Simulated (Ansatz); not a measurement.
Crystal: CO2, fluorite type, 3 atoms in the cell.

Computed with r²SCAN, plane waves, PAW datasets (generated soft set 1) in Ansatz 0.2.0 development build.

Cutoff 500 eV; k-mesh 13×13×13 Γ-centred; Fermi–Dirac smearing of 0.1 eV; no spin polarisation.

```csv
V (Å³/atom),a (Å),E − E(min) (meV/atom),P (GPa)
6.978,4.3749,15.75,12.58
7.206,4.4220,3.15,5.36
7.433,4.4681,0.00,-0.73
7.661,4.5132,4.79,-5.85
7.888,4.5574,16.23,-10.15
```

**Question.** Fit a third-order Birch–Murnaghan equation of state to the energies.

**Answer.** V₀ = 7.403 Å³/atom (a₀ = 4.462 Å), B₀ = 185 GPa, B₀′ = 4.68.

The stress includes the program's correction for the finite plane-wave basis.

This cubic structure is a model: it isn't the usual form of the substance at ambient conditions, and such phases are metastable or hypothetical.
